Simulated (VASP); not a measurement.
# Pb (P6_3/mmc) in VASP: notebook, part 2 of 2

VASP 6.6.1.

## 4. Single point, PBEsol

INCAR reads:

```
PREC = Accurate
ENCUT = 400
EDIFF = 1E-6
ISMEAR = -1
SIGMA = 0.2
LREAL = False
LASPH = True
NELM = 100
ALGO = Normal
ISIF = 2
LWAVE = False
LCHARG = False
GGA = PS
ADDGRID = False
```

KPOINTS reads:

```
regular mesh
0
Gamma
  8 8 5
```

POSCAR reads:

```
Pb
1.0
    3.4800000000      0.0000000000      0.0000000000
   -1.7400000000      3.0137684052      0.0000000000
    0.0000000000      0.0000000000      5.5900000000
Pb
2
Direct
    0.6916670000      0.3496840000      0.7502860000
    0.3559200000      0.6835750000      0.2530120000
```

Potentials or basis: VASP PAW PBE potentials, release 64 (Pb_d).

Launch:

```bash
$ cat potpaw_PBE.64/Pb_d/POTCAR > POTCAR
$ mpirun -np 1 vasp_std > vasp.out
```

OUTCAR:

```text
PREC = Accurate
   ENCUT = 400
   EDIFF = 1E-6
   ISMEAR = -1
   LREAL = False
   LASPH = True
   NELM = 100
   ISIF = 2
   GGA = PS

 Found    162 irreducible k-points:

 Following reciprocal coordinates:
            Coordinates               Weight
  0.000000  0.000000  0.000000      1.000000
  0.125000  0.000000  0.000000      2.000000
  0.000000  0.125000  0.000000      2.000000
 -0.125000  0.125000  0.000000      2.000000
  0.250000  0.000000  0.000000      2.000000
  0.000000  0.250000  0.000000      2.000000
   k-points           NKPTS =    162   k-points in BZ     NKDIM =    162   number of bands    NBANDS=     18
   number of dos      NEDOS =    301   number of ions     NIONS =      2
   total plane-waves  NPLWV =  20736
   dimension x,y,z NGX =    24 NGY =   24 NGZ =   36
   dimension x,y,z NGXF=    48 NGYF=   48 NGZF=   72
   ions per type =               2
   NGX,Y,Z   is equivalent  to a cutoff of  11.47, 11.47, 10.71 a.u.
   NGXF,Y,Z  is equivalent  to a cutoff of  22.93, 22.93, 21.41 a.u.
 SYSTEM =  unknown system
   PREC   = accura    normal or accurate (medium, high low for compatibility)
   ISTART =      0    job   : 0-new  1-cont  2-samecut
   ICHARG =      2    charge: 1-file 2-atom 10-const
   ISPIN  =      1    spin polarized calculation?
   LNONCOLLINEAR =      F non collinear calculations
   LSORBIT =      F    spin-orbit coupling
   LASPH  =      T    aspherical Exc in radial PAW
   ENCUT  =  400.0 eV  29.40 Ry    5.42 a.u.   5.67  5.67  9.12*2*pi/ulx,y,z
   NELM   =    100;   NELMIN=  2; NELMDL= -5     # of ELM steps
   EDIFF  = 0.1E-05   stopping-criterion for ELM
   LREAL  =      F    real-space projection
   EDIFFG = 0.1E-04   stopping-criterion for IOM
   NSW    =      0    number of steps for IOM
   IBRION =     -1    ionic relax: 0-MD 1-quasi-New 2-CG
   NFREE  =      0    steps in history (QN), initial steepest desc. (CG)
   ISIF   =      2    stress and relaxation
   ISYM   =      2    0-nonsym 1-usesym 2-fastsym
   POTIM  = 0.5000    time-step for ionic-motion
   TEBEG  =    0.0;   TEEND  =   0.0 temperature during run
   PSTRESS=    0.0 pullay stress
   NELECT =      28.0000    total number of electrons
   NUPDOWN=      -1.0000    fix difference up-down
   EMIN   =  10.00;   EMAX   =-10.00  energy-range for DOS
   EFERMI =   0.00;   METHOD = LEGACY
   ISMEAR =    -1;   SIGMA  =   0.20  broadening in eV -4-tet -1-fermi 0-gaus
   EFERMI_NEDOS =   21; number of points for ismear=-14 and -15
   IALGO  =     38    algorithm
   IMIX   =      4    mixing-type and parameters
     AMIX     =   0.40;   BMIX     =  1.00
     AMIX_MAG =   1.60;   BMIX_MAG =  1.00
  volume/ion in A,a.u.               =      29.31       197.82
  Fermi-wavevector in a.u.,A,eV,Ry     =   1.279658  2.418203 22.279870  1.637524
  Thomas-Fermi vector in A             =   2.412131
   LORBIT       =      0    0 simple, 1 ext, 2 COOP (PROOUT), +10 PAW based schemes
   GGA     = PS    functional components
   LHFCALC =     F    Hartree Fock is set to
   AEXX    =    0.0000 exact exchange contribution
   IVDW    =     0    specifies the selected vdW correction
   LEPSILON=     F    determine dielectric tensor
   LRPA    =     F    only Hartree local field effects (RPA)
 non-spin polarized calculation
  energy-cutoff  :      400.00
  volume of cell :       58.63
 maximum number of plane-waves:      1087
   NGX = 11   NGY = 11   NGZ = 19

 number of electron      27.9999997 magnetization

 Free energy of the ion-electron system (eV)
  ---------------------------------------------------
  ext. energy  EPLUGINS =         0.00000000
  ---------------------------------------------------
  free energy    TOTEN  =        -8.01991168 eV

  energy without entropy =       -7.86678651  energy(sigma->0) =       -7.94334909

 E-fermi :   7.4291     XC(G=0): -10.5061

 val. band max:        7.2612110137   @ k =  -0.3750   0.0000   0.2000
 cond. band min:       7.5609537080   @ k =   0.5000   0.3750   0.2000
 fundamental gap:      0.2997426943
 Fermi energy:         7.4290975506

 k-point     1 :       0.0000    0.0000    0.0000
  band No.  band energies     occupation
      1      -9.5690      2.00000
      2      -9.5185      2.00000
      3      -9.5078      2.00000
      4      -9.5073      2.00000
      5      -9.4828      2.00000
      6      -9.4823      2.00000
[... 10 lines left out ...]
     17      14.9681      0.00000
     18      15.6189      0.00000
[... 85 lines left out ...]
 k-point     6 :       0.0000    0.2500    0.0000
  band No.  band energies     occupation
      1      -9.6231      2.00000
      2      -9.5133      2.00000
      3      -9.5062      2.00000
      4      -9.4864      2.00000
      5      -9.4554      2.00000
      6      -9.3769      2.00000
[... 10 lines left out ...]
     17      13.1770      0.00000
     18      14.4457      0.00000

 [... further k-points ...]

------------------------ aborting loop because EDIFF is reached ----------------------------------------

  FORCE on cell =-STRESS in cart. coord.  units (eV):
  Direction    XX          YY          ZZ          XY          YZ          ZX
  --------------------------------------------------------------------------------------
  -------------------------------------------------------------------------------------
  Total        0.0775992      0.0800389      1.2294668      0.0067031      0.0001963     -0.0008346
  in kB        2.1206387      2.1873135     33.5990071      0.1831831      0.0053648     -0.0228081
  external PRESSURE =      12.6356531 kB  Pullay stress =       0.0000000 kB

 VOLUME and BASIS-vectors are now :
 -----------------------------------------------------------------------------
  energy-cutoff  :      400.00
  volume of cell :       58.63
      direct lattice vectors                 reciprocal lattice vectors
     3.480000000  0.000000000  0.000000000     0.287356322  0.165905250  0.000000000
    -1.740000000  3.013768405  0.000000000     0.000000000  0.331810500  0.000000000
     0.000000000  0.000000000  5.590000000     0.000000000  0.000000000  0.178890877

 POSITION                                       TOTAL-FORCE (eV/Angst)
 -----------------------------------------------------------------------------------
      1.79855      1.05387      4.19410        -0.003349      0.000507      0.039668
      0.04918      2.06014      1.41434         0.003349     -0.000507     -0.039668
 -----------------------------------------------------------------------------------
    total drift:                               -0.000061      0.000044      0.000033

  FREE ENERGIE OF THE ION-ELECTRON SYSTEM (eV)
  ---------------------------------------------------
  free  energy   TOTEN  =        -8.0199116823 eV

  energy  without entropy=       -7.8667865074  energy(sigma->0) =       -7.94334909
```

Run time: 23 s. Hardware: 1 thread of Intel Xeon 6975P-C (Granite Rapids), shared host; peak memory 0.22 GiB.

The run converged, but some of its settings lie outside the range that counts as converged, so its numbers aren't taken as properties of the crystal.

Results:

| Property | Result |
| --- | --- |
| Free energy | -8.0199 eV |
| Pressure | 1.3 GPa |
| Largest force | 0.040 eV/Å |
| Band gap on the k mesh | none (metal or under the smearing width) |

Caveat: the PAW data sets were made with another functional, which shifts forces and pressure a little.
